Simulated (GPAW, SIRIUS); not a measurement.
This is a calculation of Sb for GPAW 26.7.0 (ASE script). Atoms were shifted at random by some hundredths of an Å from the given cell, which wasn't relaxed again for these runs. This isn't the form of Sb at room conditions, which is rhombohedral.

run.py

```python
from ase import Atoms
from ase.dft.bandgap import bandgap
from ase.io import write
from ase.units import GPa
from gpaw import GPAW, PW, setup_paths

setup_paths.insert(0, '.')

atoms = Atoms(['Sb', 'Sb'],
              cell=[[3.3545324186, 0.0, 0.0],
                    [-1.6772662093, 2.9051102923, 0.0],
                    [0.0, 0.0, 5.47016065]],
              scaled_positions=[[0.678186, 0.334473, 0.751546],
                                [0.320961, 0.662566, 0.255606]],
              pbc=True)

calc = GPAW(mode=PW(600),
            xc='PBEsol',
            kpts={'size': (9, 9, 5), 'gamma': True},
            occupations={'name': 'fermi-dirac', 'width': 0.05},
            nbands=25,
            convergence={'density': 1e-05, 'energy': 1e-05},
            maxiter=150,
            txt='gpaw.txt')
atoms.calc = calc
energy = atoms.get_potential_energy()
forces = atoms.get_forces()
stress = atoms.get_stress()
calc.write('gs.gpw')
write('result.traj', atoms)
print(f'Energy: {energy:.6f} eV')
print('Forces (eV/A):')
print(forces.round(4))
print('Stress (GPa):', (stress / GPa).round(3))
print('Fermi level:', round(calc.get_fermi_level(), 4), 'eV')
print(f'Gap: {bandgap(calc)[0]:.4f} eV, direct: {bandgap(calc, direct=True)[0]:.4f} eV')
```

Potentials or basis: PAW data sets generated in the run's folder for this functional, pw.

The run is started by

```console
$ gpaw-setup -f PBEsol Sb
$ OMP_NUM_THREADS=1 python run.py
```

Task: Set up the same calculation for SIRIUS 7.10.0. Potentials or basis there: PseudoDojo 0.4.1 PBEsol standard (scalar relativistic), cutoff 1102 eV.

Result: As run (cutoffs and basis follow the program's own potentials, and thresholds, step limits or extra output files can differ):

sirius.json

```json
{
  "control": {
    "processing_unit": "cpu",
    "verbosity": 2,
    "num_bands_to_print": 23,
    "print_forces": true,
    "print_stress": true
  },
  "parameters": {
    "electronic_structure_method": "pseudopotential",
    "xc_functionals": ["XC_GGA_X_PBE_SOL", "XC_GGA_C_PBE_SOL"],
    "gk_cutoff": 9.0,
    "pw_cutoff": 18.0,
    "ngridk": [9, 9, 5],
    "shiftk": [0, 0, 0],
    "smearing": "fermi_dirac",
    "smearing_width": 0.0018374661,
    "num_bands": 23,
    "num_mag_dims": 0,
    "num_dft_iter": 100,
    "energy_tol": 1e-08,
    "density_tol": 1e-06
  },
  "iterative_solver": {
    "type": "davidson",
    "min_tolerance": 1e-09,
    "tolerance_scale": [0.1, 0.25]
  },
  "mixer": {
    "type": "anderson",
    "beta": 0.7,
    "max_history": 8
  },
  "settings": {
    "tol_ne": 1e-10,
    "pseudo_grid_cutoff": 6.5
  },
  "unit_cell": {
    "lattice_vectors": [
      [6.339147547332, 0.0, 0.0],
      [-3.169573773666, 5.489862814279, 0.0],
      [0.0, 0.0, 10.337105486205]
    ],
    "atom_coordinate_units": "lattice",
    "atom_types": ["Sb"],
    "atom_files": {
      "Sb": "Sb.json"
    },
    "atoms": {
      "Sb": [
        [0.678186, 0.334473, 0.751546],
        [0.320961, 0.662566, 0.255606]
      ]
    }
  }
}
```

Potentials or basis: PseudoDojo 0.4.1 PBEsol standard (scalar relativistic).

Run with:

```console
$ upf_to_json Sb.upf
$ OMP_NUM_THREADS=1 sirius.scf --input=sirius.json --output=out.json --task=0
```

Both were run:

|  | GPAW | SIRIUS |
| --- | --- | --- |
| Pressure | -1.9 GPa | -1.5 GPa |
| Energy over the undisturbed cell | -1.3 meV/atom | -1.2 meV/atom |

The undisturbed cell isn't at this level's minimum, so the move can lower the energy.

Pressure is positive in compression.
